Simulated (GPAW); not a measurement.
Sb:

```
CELL_PARAMETERS angstrom
2.15420 1.24373 3.75800
-2.15420 1.24373 3.75800
0.00000 -2.48746 3.75800
ATOMIC_POSITIONS crystal
Sb 0.76651 0.76651 0.76651
Sb 0.23349 0.23349 0.23349
```

Program: GPAW 26.7.0. Alike in all runs: task band structure; potentials or basis GPAW PAW data sets (gpaw-data 1.2.1), pw; spin SOC, no magnetisation; cell as given; k mesh 5 × 5 × 5; cutoff (eV) 600; smearing fermi-dirac 0.05 eV.

Task: Order these runs on this cell by their pressure, lowest first.
A. level M06-L; band points 80; spin axis theta (degrees) 0; spin axis phi (degrees) 0
B. level mBEEF; band points 60; spin axis theta (degrees) 90; spin axis phi (degrees) 45
C. level r2SCAN; band points 60; spin axis theta (degrees) 90; spin axis phi (degrees) 0

Result: B (-0.2 GPa), C (1.4 GPa), A (4.2 GPa).

Caveats: spin-orbit coupling was added after a scalar SCF, so levels and gaps hold it while energy, forces, pressure and moments don't; the PAW data sets were made with another functional, which shifts forces and pressure a little.

Runs at the PBE level aren't shown here.
